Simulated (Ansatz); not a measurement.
Space group P-6m2 (No. 187). a = 2.922 Å, b = 2.922 Å, c = 2.847 Å, α = 90.00°, β = 90.00°, γ = 120.00°
```tsv
atom	site	symmetry	x	y	z
W	1a	-6m2	0.0000	0.0000	0.0000
C	1f	-6m2	0.6667	0.3333	0.5000
```

Equation of state of this WC structure (not necessarily the ground state), with shape and atoms relaxed at each volume where symmetry leaves them free. It has no gap at any of these volumes. Theory: DFT PBE, scalar-relativistic, plane waves, PAW (Ansatz).

Settings: cutoff 420 eV, Γ-centred mesh 18×18×14 on the computed 2-atom cell, Gaussian smearing of 0.10 eV; no spin polarisation.

```tsv
V (Å³/atom)	E − E(largest V) (meV/atom)	P (GPa)
9.892	9.70	27.03
10.208	-28.80	12.46
10.524	-40.75	0.03
10.839	-30.04	-10.59
11.155	0.00	-19.64
```

Fit a third-order Birch–Murnaghan equation to E(V).

V0 = 10.52 Å³/atom, B0 = 382 GPa, B0' = 4.3.

Spin-orbit coupling is left out, which matters for the bands of heavy elements.